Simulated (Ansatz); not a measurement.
Crystal: TePb.

```
Pb Te
1.0
     0.00000    3.23100    3.23100
     3.23100    0.00000    3.23100
     3.23100    3.23100    0.00000
Pb Te
1 1
Cartesian
  0.0000 0.0000 0.0000
  3.2310 3.2310 3.2310
```

Base run:

* Program: Ansatz 0.2.0
* Functional: BLYP
* Potentials or basis: Ansatz PAW
* Cutoff: 420 eV (not typed: the program's choice for these potentials)
* k mesh: 7 × 7 × 7
* Occupations: fermi-dirac, width 0.05 eV
* Spin: no spin polarisation

Its results: pressure 5.3 GPa.

Task: The run is repeated on the same cell with these changes: functional from BLYP to PBE; potentials or basis from Ansatz PAW to PseudoDojo standard (PBE files); cutoff from 420 eV (not typed: the program's choice for these potentials) to 1120 eV. What comes out?

Result: Pressure 2.0 GPa.

Caveats: the PAW data sets come from PBE, with cores solved anew for the run's functional, which leaves a small shift of forces and pressure (some runs).
